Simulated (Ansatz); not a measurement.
Pd under changes of volume

One of the cells (14.750 Å³/atom); the others are scaled copies at fixed shape and fractional positions:

```
CELL_PARAMETERS angstrom
0.00000 1.94650 1.94650
1.94650 0.00000 1.94650
1.94650 1.94650 0.00000
ATOMIC_POSITIONS crystal
Pd 0.00000 0.00000 0.00000
```

| Property | Result |
| --- | --- |
| Program | Ansatz 0.2.0 |
| Functional | HSEsol |
| Potentials or basis | Ansatz PAW |
| Cutoff | 420 eV (not typed: the program's choice for these potentials) |
| k mesh | 6 × 6 × 6 |
| Occupations | fermi-dirac, width 0.05 eV |
| Spin | no spin polarisation |

```tsv
volume (Å³/atom)	energy over the lowest point (meV/atom)	pressure (GPa)
13.865	8.53	6.9
14.160	?	?
14.455	0.00	-1.8
14.750	6.59	-5.5
15.045	19.62	-8.7
15.340	38.29	-11.6
15.635	62.11	-14.1
```

**Question.** What does the run at 14.160 Å³/atom give?

**Answer.** Energy over the lowest point 0.56 meV/atom; pressure 2.2 GPa.

Worked out: A Birch-Murnaghan fit of order 3 (a polynomial in V^(-2/3)) to the other rows has its minimum at 14.32 Å³/atom with B0 = V·E''(V) = 194 GPa and B' = 4.1. It gives 0.36 meV/atom at 14.160 Å³/atom, against the run's 0.56, and -dE/dV = 2.2 GPa, against 2.2.

Energies are extrapolated to zero smearing.

Caveats: all runs use coarse meshes; the PAW data sets come from PBE, with cores solved anew for the run's functional, which leaves a small shift of forces and pressure; the thresholds are loose for stress.
